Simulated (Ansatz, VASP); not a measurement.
Na: VASP beside Ansatz

```
Na
1.0
    -2.12453    2.12453    2.12453
     2.12453   -2.12453    2.12453
     2.12453    2.12453   -2.12453
Na
1
Cartesian
  0.0000 0.0000 0.0000
```

Change from the starting cell: volume scaled by 1.01.

Alike in both runs: task single point; functional PBEsol; k mesh 12 × 12 × 12; occupations fermi-dirac, width 0.05 eV; no spin polarisation.

|  | VASP | Ansatz |
| --- | --- | --- |
| version | VASP 6.6.1 | Ansatz 0.2.0 |
| potentials or method | VASP PAW PBE potentials, release 64 (Na_pv), cutoff 520 eV | all-electron LAPW, scalar-relativistic |

```tsv
	VASP	Ansatz	Ansatz less VASP
pressure (GPa)	-0.4	-0.4	+0.01
```

Ansatz ran all-electron here, so the differences hold the error of VASP's frozen core and of both bases.

Caveats: the PAW data sets were made with another functional, which shifts forces and pressure a little (VASP).
